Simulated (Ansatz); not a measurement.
ZnSe: input, output and frames of a trajectory

Computed with DFT PBEsol, scalar-relativistic, plane waves, PAW in Ansatz. Cutoff 420 eV, shifted (0.5, 0.5, 0.5 steps) 2×2×2 k-points, Fermi–Dirac smearing of 0.02 eV. The mesh is coarse. No spin polarisation.

16 atoms, starting at 1.00 times the perfect crystal's volume (space group F-43m, the cell as given, not relaxed at this level); Langevin thermostat at 200 K (friction 0.05 fs⁻¹), fixed cell; 18 steps of 6 fs. The run is short and not equilibrated. The time step is on the long side.

The calculation finished and met its thresholds.

The run took 3.7 min on 4 threads of Arm Neoverse N1, with other jobs on the host, peak memory 1.3 GiB.

Command:
```bash
ansatz run input.yaml --threads 4 --pin off --max-ram 5120MiB --backend cpu --events-out ev --progress --plain --runs-dir out
```

Input:
```yaml
crystal:
  lattice:
    - [-5.6676, -5.6676, 0.0]
    - [0.0, -5.6676, 5.6676]
    - [-5.6676, 0.0, 5.6676]
  atoms:
    - { symbol: Zn, position: [0.5, 0.0, 0.0] }
    - { symbol: Zn, position: [0.0, 0.0, 0.0] }
    - { symbol: Zn, position: [0.5, 0.5, 0.0] }
    - { symbol: Zn, position: [0.0, 0.5, 0.0] }
    - { symbol: Zn, position: [0.5, 0.0, 0.5] }
    - { symbol: Zn, position: [0.0, 0.0, 0.5] }
    - { symbol: Zn, position: [0.5, 0.5, 0.5] }
    - { symbol: Zn, position: [0.0, 0.5, 0.5] }
    - { symbol: Se, position: [0.375, 0.375, 0.375] }
    - { symbol: Se, position: [0.875, 0.375, 0.375] }
    - { symbol: Se, position: [0.375, 0.875, 0.375] }
    - { symbol: Se, position: [0.875, 0.875, 0.375] }
    - { symbol: Se, position: [0.375, 0.375, 0.875] }
    - { symbol: Se, position: [0.875, 0.375, 0.875] }
    - { symbol: Se, position: [0.375, 0.875, 0.875] }
    - { symbol: Se, position: [0.875, 0.875, 0.875] }
basis:
  ecutwfc: 420
kpoints:
  mp_grid: { grid: [2, 2, 2], shift: [0.5, 0.5, 0.5] }
hamiltonian:
  xc: pbesol
scf:
  occupations: { method: fermi_dirac, width: 0.02 }
  lower_state_search: "off"
  convergence: { dr2_threshold: 1.0e-07 }
output:
  forces: true
  stress: true
md:
  timestep: 6.0
  n_steps: 18
  ensemble: nvt_langevin
  temperature: 200.0
  initial_velocities: maxwell_boltzmann
  seed: 40365
  friction: 0.05
```

Output (its end):
```
...
md step    18: t =   108.00 fs T =   208.5 K  F+E_penalty+E_count = -69651.13078740 eV  E_kin = 0.431271 eV  P_inst = -0.5208 GPa (8 SCF iters)
SCF converged after 8 iterations
Free energy (F): -69651.130787 eV
Harris-Foulkes:  -69651.130787 eV  (|F-HF|=8.33e-8)
Internal energy: -69651.130787 eV  (E = F + TS)
E sigma→0 (E₀):  -69651.130787 eV
Fermi energy:    7.673994 eV
--- Per-component energies (eV) ---
  E_band       = -3091.013032
  E_kinetic    = 2000.522659
  E_local      = -35204.121864  (includes V_loc(G=0)·N_el)
  E_nonlocal   = 181.888751
  E_hartree    = 16281.447442
  E_xc         = -1911.506978
  E_vxc        = -1204.201064  (∫ρ·V_xc dr)
  E_paw        = -29271.085914  (= ΣΔE_a)
  E_vpaw       = -1427.965164  (= ΣTr[D̂ρ^β])
  E_aug_tail   = -0.007646  (compensation charges beyond the density's cutoff)
  E_ewald      = -21742.713679
  E_core_change = 14.446443  (= ΣΔE_core)
  E_smearing   = -0.000000  (= −TS)
  E_closure    = 0.000000  (closes the sum)
  Σ components = -69651.130787   (vs F -69651.130787, Δ=0.00e0)
--- Forces (eV/Å), atoms counted from 1 ---
  atom   1  Zn     0.39988466    -0.04343884     0.48752151
  atom   2  Zn    -0.22837467     0.40166049    -0.08848927
  atom   3  Zn     0.18890598     0.51674099     0.53985865
  atom   4  Zn     0.02724797     0.08641491    -0.08201802
  atom   5  Zn     0.49927400    -0.26530837     0.17502805
  atom   6  Zn    -1.01848785    -0.23086554     0.20275043
  atom   7  Zn    -0.10420734     0.55612942    -0.74018407
  atom   8  Zn    -0.53224010    -0.50149628     0.56124144
  atom   9  Se    -0.08284040    -0.19170894    -0.05075072
  atom  10  Se     0.69072479     0.31658402     0.43843717
  atom  11  Se     0.58275306     0.07093794     0.57246079
  atom  12  Se     0.10296163     0.24266029    -1.07731296
  atom  13  Se    -0.62216630    -0.17443395    -0.14216862
  atom  14  Se     0.17558451    -0.44078908    -0.59729603
  atom  15  Se     0.11423311     0.65034807     0.06403791
  atom  16  Se    -0.19325767    -0.99343852    -0.26310538
  max |Σ_I F_I| component: 1.09e-5 eV/Å
--- Stress (GPa, compression-positive) ---
       -0.706772       0.073739       0.466065
        0.073739      -0.588393       0.024911
        0.466065       0.024911      -0.646685
  P = ⅓ Tr σ = -0.6473 GPa (-6.473 kbar)
--- MD trajectory: 18 steps, t = 0.0 → 108.0 fs ---
  final state: T = 208.5 K   F+E_penalty+E_count = -69651.13078740 eV   E_kin = 0.431271 eV
```

Frames along the run (Å, eV/Å; dE is the potential energy from the first frame):

```xyz
16
Lattice="-5.668 -5.668 0.000 0.000 -5.668 5.668 -5.668 0.000 5.668" Properties=species:S:1:pos:R:3:forces:R:3 pbc="T T T" time_fs=0.00 dE_eV=0.0000 T_K=188
Zn   -2.834   -2.834    0.000    0.016    0.016   -0.016
Zn    0.000    0.000    0.000    0.016    0.016   -0.016
Zn   -2.834   -5.668    2.834    0.016    0.016   -0.016
Zn    0.000   -2.834    2.834    0.016    0.016   -0.016
Zn   -5.668   -2.834    2.834    0.016    0.016   -0.016
Zn   -2.834    0.000    2.834    0.016    0.016   -0.016
Zn   -5.668   -5.668    5.668    0.016    0.016   -0.016
Zn   -2.834   -2.834    5.668    0.016    0.016   -0.016
Se   -4.251   -4.251    4.251   -0.016   -0.016    0.016
Se   -7.085   -7.085    4.251   -0.016   -0.016    0.016
Se   -4.251   -7.085    7.085   -0.016   -0.016    0.016
Se   -7.085   -9.918    7.085   -0.016   -0.016    0.016
Se   -7.085   -4.251    7.085   -0.016   -0.016    0.016
Se   -9.918   -7.085    7.085   -0.016   -0.016    0.016
Se   -7.085   -7.085    9.918   -0.016   -0.016    0.016
Se   -9.918   -9.918    9.918   -0.016   -0.016    0.016
16
Lattice="-5.668 -5.668 0.000 0.000 -5.668 5.668 -5.668 0.000 5.668" Properties=species:S:1:pos:R:3:forces:R:3 pbc="T T T" time_fs=6.00 dE_eV=0.0123 T_K=239
Zn   -2.834   -2.821    0.004    0.010   -0.025    0.011
Zn    0.016   -0.015    0.000   -0.049    0.116    0.013
Zn   -2.829   -5.661    2.824    0.014    0.041    0.067
Zn   -0.012   -2.842    2.838    0.125    0.071   -0.040
Zn   -5.664   -2.837    2.823   -0.026    0.093    0.073
Zn   -2.839   -0.001    2.826    0.080    0.059    0.067
Zn   -5.671   -5.670    5.647   -0.018   -0.031    0.072
Zn   -2.843   -2.858    5.660    0.064    0.154    0.075
Se   -4.263   -4.246    4.263    0.051   -0.080   -0.171
Se   -7.086   -7.097    4.249   -0.100    0.036    0.021
Se   -4.255   -7.070    7.093   -0.022   -0.097   -0.079
Se   -7.084   -9.908    7.093    0.022   -0.156   -0.085
Se   -7.071   -4.251    7.084   -0.130   -0.006   -0.053
Se   -9.910   -7.079    7.092   -0.047   -0.124    0.006
Se   -7.087   -7.079    9.924    0.022   -0.019   -0.039
Se   -9.916   -9.913    9.918    0.002   -0.034    0.062
16
Lattice="-5.668 -5.668 0.000 0.000 -5.668 5.668 -5.668 0.000 5.668" Properties=species:S:1:pos:R:3:forces:R:3 pbc="T T T" time_fs=18.00 dE_eV=0.0891 T_K=164
Zn   -2.852   -2.798    0.019    0.099   -0.142   -0.095
Zn    0.054   -0.045   -0.006   -0.215    0.294    0.086
Zn   -2.820   -5.650    2.796   -0.010    0.123    0.241
Zn   -0.027   -2.865    2.833    0.279    0.214    0.015
Zn   -5.659   -2.831    2.825   -0.140    0.141    0.162
Zn   -2.856    0.001    2.800    0.240    0.090    0.235
Zn   -5.696   -5.675    5.641    0.039   -0.171   -0.059
Zn   -2.865   -2.886    5.646    0.261    0.286    0.267
Se   -4.281   -4.233    4.287    0.043   -0.317   -0.476
Se   -7.096   -7.128    4.239   -0.145    0.208    0.023
Se   -4.262   -7.059    7.094   -0.132   -0.162   -0.116
Se   -7.082   -9.901    7.109    0.090   -0.233   -0.239
Se   -7.039   -4.253    7.070   -0.473    0.068   -0.089
Se   -9.894   -7.076    7.097   -0.099   -0.265    0.046
Se   -7.099   -7.053    9.938    0.052   -0.149   -0.136
Se   -9.921   -9.916    9.913    0.112    0.015    0.136
16
Lattice="-5.668 -5.668 0.000 0.000 -5.668 5.668 -5.668 0.000 5.668" Properties=species:S:1:pos:R:3:forces:R:3 pbc="T T T" time_fs=24.00 dE_eV=0.1324 T_K=200
Zn   -2.871   -2.787    0.017    0.194   -0.240   -0.141
Zn    0.063   -0.052   -0.011   -0.252    0.313    0.157
Zn   -2.814   -5.651    2.775   -0.013    0.189    0.343
Zn   -0.027   -2.874    2.831    0.306    0.254    0.055
Zn   -5.665   -2.829    2.835   -0.110    0.170    0.165
Zn   -2.859   -0.001    2.794    0.292    0.083    0.259
Zn   -5.712   -5.680    5.647    0.140   -0.205   -0.165
Zn   -2.873   -2.890    5.656    0.339    0.277    0.249
Se   -4.281   -4.226    4.297   -0.001   -0.446   -0.562
Se   -7.103   -7.142    4.236   -0.119    0.251    0.044
Se   -4.252   -7.063    7.088   -0.319   -0.128   -0.025
Se   -7.080   -9.901    7.115    0.115   -0.243   -0.262
Se   -7.028   -4.248    7.060   -0.604    0.078   -0.070
Se   -9.887   -7.081    7.096   -0.167   -0.242    0.083
Se   -7.107   -7.043    9.952    0.062   -0.184   -0.248
Se   -9.922   -9.927    9.913    0.136    0.073    0.119
16
Lattice="-5.668 -5.668 0.000 0.000 -5.668 5.668 -5.668 0.000 5.668" Properties=species:S:1:pos:R:3:forces:R:3 pbc="T T T" time_fs=36.00 dE_eV=0.2020 T_K=186
Zn   -2.886   -2.780   -0.007    0.206   -0.311   -0.139
Zn    0.065   -0.056   -0.030   -0.293    0.238    0.397
Zn   -2.804   -5.652    2.736   -0.083    0.280    0.450
Zn   -0.042   -2.869    2.817    0.409    0.183    0.166
Zn   -5.689   -2.832    2.855    0.060    0.236    0.165
Zn   -2.843   -0.004    2.798    0.139    0.037    0.265
Zn   -5.732   -5.717    5.677    0.295   -0.043   -0.373
Zn   -2.879   -2.895    5.683    0.379    0.186    0.055
Se   -4.282   -4.218    4.305   -0.063   -0.604   -0.572
Se   -7.102   -7.155    4.235   -0.189    0.261    0.108
Se   -4.246   -7.070    7.072   -0.362   -0.121    0.251
Se   -7.087   -9.893    7.134    0.183   -0.329   -0.350
Se   -7.021   -4.231    7.039   -0.723    0.009   -0.073
Se   -9.884   -7.105    7.089   -0.276   -0.009    0.148
Se   -7.118   -7.023    9.958    0.025   -0.246   -0.360
Se   -9.947   -9.946    9.928    0.294    0.234   -0.137
16
Lattice="-5.668 -5.668 0.000 0.000 -5.668 5.668 -5.668 0.000 5.668" Properties=species:S:1:pos:R:3:forces:R:3 pbc="T T T" time_fs=42.00 dE_eV=0.2363 T_K=252
Zn   -2.879   -2.778   -0.018    0.106   -0.257   -0.080
Zn    0.065   -0.058   -0.035   -0.267    0.213    0.504
Zn   -2.797   -5.646    2.724   -0.163    0.271    0.456
Zn   -0.049   -2.859    2.815    0.453    0.105    0.177
Zn   -5.715   -2.837    2.866    0.217    0.300    0.157
Zn   -2.830    0.002    2.800   -0.026   -0.047    0.293
Zn   -5.730   -5.736    5.699    0.281    0.113   -0.506
Zn   -2.872   -2.888    5.686    0.325    0.081   -0.040
Se   -4.284   -4.212    4.299   -0.039   -0.641   -0.495
Se   -7.097   -7.156    4.239   -0.229    0.292    0.095
Se   -4.257   -7.065    7.065   -0.184   -0.236    0.415
Se   -7.095   -9.888    7.150    0.221   -0.370   -0.499
Se   -7.023   -4.221    7.027   -0.681   -0.013   -0.045
Se   -9.881   -7.120    7.083   -0.308    0.152    0.209
Se   -7.117   -7.014    9.957   -0.041   -0.231   -0.375
Se   -9.954   -9.947    9.942    0.336    0.269   -0.267
16
Lattice="-5.668 -5.668 0.000 0.000 -5.668 5.668 -5.668 0.000 5.668" Properties=species:S:1:pos:R:3:forces:R:3 pbc="T T T" time_fs=48.00 dE_eV=0.2961 T_K=224
Zn   -2.870   -2.773   -0.024    0.017   -0.224   -0.025
Zn    0.060   -0.061   -0.043   -0.159    0.228    0.585
Zn   -2.789   -5.638    2.711   -0.234    0.268    0.467
Zn   -0.052   -2.857    2.818    0.465    0.069    0.181
Zn   -5.743   -2.843    2.881    0.388    0.385    0.144
Zn   -2.815    0.013    2.794   -0.210   -0.168    0.379
Zn   -5.733   -5.760    5.712    0.266    0.306   -0.607
Zn   -2.866   -2.877    5.685    0.273   -0.045   -0.062
Se   -4.289   -4.203    4.290    0.022   -0.695   -0.393
Se   -7.094   -7.156    4.247   -0.267    0.300    0.012
Se   -4.267   -7.057    7.057   -0.018   -0.362    0.595
Se   -7.096   -9.889    7.170    0.222   -0.332   -0.754
Se   -7.021   -4.212    7.016   -0.646   -0.034   -0.017
Se   -9.879   -7.133    7.086   -0.337    0.286    0.203
Se   -7.117   -7.009    9.956   -0.108   -0.182   -0.403
Se   -9.953   -9.938    9.949    0.327    0.199   -0.304
16
Lattice="-5.668 -5.668 0.000 0.000 -5.668 5.668 -5.668 0.000 5.668" Properties=species:S:1:pos:R:3:forces:R:3 pbc="T T T" time_fs=60.00 dE_eV=0.4226 T_K=183
Zn   -2.854   -2.777   -0.022   -0.172   -0.131    0.146
Zn    0.054   -0.065   -0.053    0.022    0.226    0.641
Zn   -2.775   -5.621    2.689   -0.332    0.192    0.569
Zn   -0.046   -2.868    2.831    0.432    0.143    0.167
Zn   -5.774   -2.839    2.904    0.539    0.420    0.079
Zn   -2.786    0.048    2.772   -0.673   -0.521    0.600
Zn   -5.748   -5.797    5.701    0.324    0.596   -0.556
Zn   -2.852   -2.863    5.664    0.218   -0.160    0.128
Se   -4.292   -4.175    4.279    0.074   -0.887   -0.297
Se   -7.102   -7.145    4.246   -0.261    0.196   -0.171
Se   -4.294   -7.050    7.059    0.250   -0.441    0.692
Se   -7.082   -9.914    7.202    0.345    0.067   -1.277
Se   -7.015   -4.203    7.011   -0.524   -0.099   -0.055
Se   -9.871   -7.147    7.099   -0.327    0.374    0.105
Se   -7.122   -7.021    9.970   -0.167    0.065   -0.502
Se   -9.942   -9.914    9.955    0.251   -0.040   -0.267
16
Lattice="-5.668 -5.668 0.000 0.000 -5.668 5.668 -5.668 0.000 5.668" Properties=species:S:1:pos:R:3:forces:R:3 pbc="T T T" time_fs=66.00 dE_eV=0.4690 T_K=192
Zn   -2.846   -2.782   -0.019   -0.245   -0.104    0.248
Zn    0.058   -0.061   -0.053    0.031    0.174    0.586
Zn   -2.780   -5.615    2.682   -0.307    0.155    0.624
Zn   -0.044   -2.866    2.833    0.399    0.168    0.192
Zn   -5.780   -2.829    2.906    0.574    0.361    0.048
Zn   -2.772    0.070    2.766   -0.908   -0.704    0.690
Zn   -5.748   -5.803    5.690    0.316    0.659   -0.518
Zn   -2.839   -2.865    5.648    0.164   -0.123    0.274
Se   -4.287   -4.165    4.278    0.027   -0.955   -0.333
Se   -7.113   -7.135    4.241   -0.193    0.169   -0.205
Se   -4.309   -7.048    7.061    0.385   -0.435    0.694
Se   -7.075   -9.926    7.206    0.479    0.276   -1.446
Se   -7.010   -4.202    7.017   -0.514   -0.148   -0.090
Se   -9.872   -7.153    7.109   -0.255    0.369   -0.020
Se   -7.124   -7.040    9.976   -0.131    0.292   -0.511
Se   -9.933   -9.899    9.954    0.177   -0.156   -0.232
16
Lattice="-5.668 -5.668 0.000 0.000 -5.668 5.668 -5.668 0.000 5.668" Properties=species:S:1:pos:R:3:forces:R:3 pbc="T T T" time_fs=72.00 dE_eV=0.5143 T_K=236
Zn   -2.844   -2.785   -0.019   -0.261   -0.095    0.333
Zn    0.065   -0.058   -0.050   -0.008    0.129    0.477
Zn   -2.786   -5.612    2.679   -0.258    0.159    0.650
Zn   -0.038   -2.860    2.835    0.324    0.184    0.179
Zn   -5.782   -2.816    2.908    0.622    0.232   -0.008
Zn   -2.755    0.097    2.758   -1.172   -0.924    0.815
Zn   -5.742   -5.798    5.689    0.250    0.632   -0.581
Zn   -2.821   -2.860    5.632    0.055   -0.121    0.409
Se   -4.279   -4.164    4.281   -0.036   -0.936   -0.378
Se   -7.127   -7.128    4.231   -0.040    0.241   -0.191
Se   -4.320   -7.050    7.058    0.502   -0.417    0.741
Se   -7.070   -9.934    7.202    0.685    0.527   -1.598
Se   -7.004   -4.202    7.020   -0.543   -0.141   -0.075
Se   -9.876   -7.148    7.117   -0.168    0.303   -0.149
Se   -7.127   -7.061    9.973   -0.067    0.533   -0.436
Se   -9.926   -9.881    9.947    0.114   -0.307   -0.187
16
Lattice="-5.668 -5.668 0.000 0.000 -5.668 5.668 -5.668 0.000 5.668" Properties=species:S:1:pos:R:3:forces:R:3 pbc="T T T" time_fs=84.00 dE_eV=0.5277 T_K=214
Zn   -2.850   -2.774   -0.019   -0.203   -0.207    0.404
Zn    0.074   -0.067   -0.040   -0.105    0.175    0.289
Zn   -2.811   -5.625    2.692   -0.050    0.293    0.622
Zn   -0.015   -2.852    2.850    0.039    0.144    0.081
Zn   -5.751   -2.802    2.915    0.543   -0.051   -0.105
Zn   -2.737    0.135    2.754   -1.335   -1.008    0.830
Zn   -5.711   -5.787    5.707   -0.089    0.618   -0.789
Zn   -2.796   -2.828    5.608   -0.134   -0.196    0.594
Se   -4.255   -4.185    4.299   -0.147   -0.763   -0.423
Se   -7.155   -7.113    4.199    0.314    0.428   -0.023
Se   -4.332   -7.059    7.056    0.704   -0.407    0.852
Se   -7.064   -9.931    7.175    0.859    0.757   -1.540
Se   -7.002   -4.204    7.032   -0.594   -0.135   -0.045
Se   -9.898   -7.131    7.141    0.022    0.133   -0.430
Se   -7.129   -7.089    9.958    0.042    0.741   -0.308
Se   -9.927   -9.859    9.933    0.135   -0.523   -0.007
16
Lattice="-5.668 -5.668 0.000 0.000 -5.668 5.668 -5.668 0.000 5.668" Properties=species:S:1:pos:R:3:forces:R:3 pbc="T T T" time_fs=90.00 dE_eV=0.5413 T_K=190
Zn   -2.854   -2.772   -0.018   -0.154   -0.238    0.452
Zn    0.068   -0.074   -0.031   -0.077    0.226    0.237
Zn   -2.813   -5.639    2.703    0.027    0.386    0.626
Zn   -0.010   -2.851    2.859   -0.020    0.121    0.046
Zn   -5.736   -2.798    2.915    0.522   -0.162   -0.086
Zn   -2.728    0.139    2.760   -1.348   -0.879    0.729
Zn   -5.701   -5.791    5.719   -0.213    0.656   -0.865
Zn   -2.786   -2.813    5.601   -0.236   -0.260    0.648
Se   -4.249   -4.199    4.308   -0.153   -0.664   -0.410
Se   -7.171   -7.104    4.182    0.489    0.419    0.104
Se   -4.334   -7.066    7.062    0.784   -0.390    0.860
Se   -7.056   -9.927    7.167    0.782    0.751   -1.462
Se   -7.002   -4.208    7.041   -0.600   -0.138   -0.046
Se   -9.905   -7.120    7.157    0.047    0.020   -0.558
Se   -7.125   -7.102    9.957    0.060    0.777   -0.274
Se   -9.924   -9.851    9.938    0.090   -0.626   -0.002
16
Lattice="-5.668 -5.668 0.000 0.000 -5.668 5.668 -5.668 0.000 5.668" Properties=species:S:1:pos:R:3:forces:R:3 pbc="T T T" time_fs=102.00 dE_eV=0.5173 T_K=254
Zn   -2.882   -2.772   -0.011    0.158   -0.141    0.504
Zn    0.065   -0.095   -0.006   -0.115    0.365    0.032
Zn   -2.811   -5.655    2.725    0.120    0.493    0.605
Zn   -0.012   -2.847    2.878    0.056    0.098    0.004
Zn   -5.724   -2.798    2.909    0.541   -0.291    0.068
Zn   -2.726    0.127    2.768   -1.169   -0.411    0.376
Zn   -5.698   -5.796    5.740   -0.237    0.683   -0.875
Zn   -2.768   -2.785    5.602   -0.441   -0.440    0.609
Se   -4.239   -4.235    4.302   -0.105   -0.369   -0.190
Se   -7.187   -7.086    4.157    0.676    0.335    0.340
Se   -4.337   -7.086    7.085    0.797   -0.170    0.734
Se   -7.025   -9.909    7.151    0.298    0.432   -1.211
Se   -7.000   -4.208    7.068   -0.610   -0.161   -0.150
Se   -9.914   -7.091    7.172    0.103   -0.307   -0.594
Se   -7.121   -7.118    9.946    0.051    0.747   -0.050
Se   -9.909   -9.833    9.963   -0.123   -0.863   -0.204
16
Lattice="-5.668 -5.668 0.000 0.000 -5.668 5.668 -5.668 0.000 5.668" Properties=species:S:1:pos:R:3:forces:R:3 pbc="T T T" time_fs=108.00 dE_eV=0.4845 T_K=208
Zn   -2.904   -2.781   -0.004    0.400   -0.043    0.488
Zn    0.073   -0.102    0.007   -0.228    0.402   -0.088
Zn   -2.813   -5.657    2.741    0.189    0.517    0.540
Zn   -0.006   -2.844    2.890    0.027    0.086   -0.082
Zn   -5.718   -2.805    2.903    0.499   -0.265    0.175
Zn   -2.737    0.124    2.774   -1.018   -0.231    0.203
Zn   -5.704   -5.792    5.740   -0.104    0.556   -0.740
Zn   -2.757   -2.774    5.607   -0.532   -0.501    0.561
Se   -4.236   -4.255    4.295   -0.083   -0.192   -0.051
Se   -7.188   -7.081    4.146    0.691    0.317    0.438
Se   -4.322   -7.101    7.100    0.583    0.071    0.572
Se   -7.017   -9.897    7.142    0.103    0.243   -1.077
Se   -6.996   -4.207    7.074   -0.622   -0.174   -0.142
Se   -9.919   -7.077    7.179    0.176   -0.441   -0.597
Se   -7.127   -7.119    9.941    0.114    0.650    0.064
Se   -9.907   -9.826    9.968   -0.193   -0.993   -0.263
```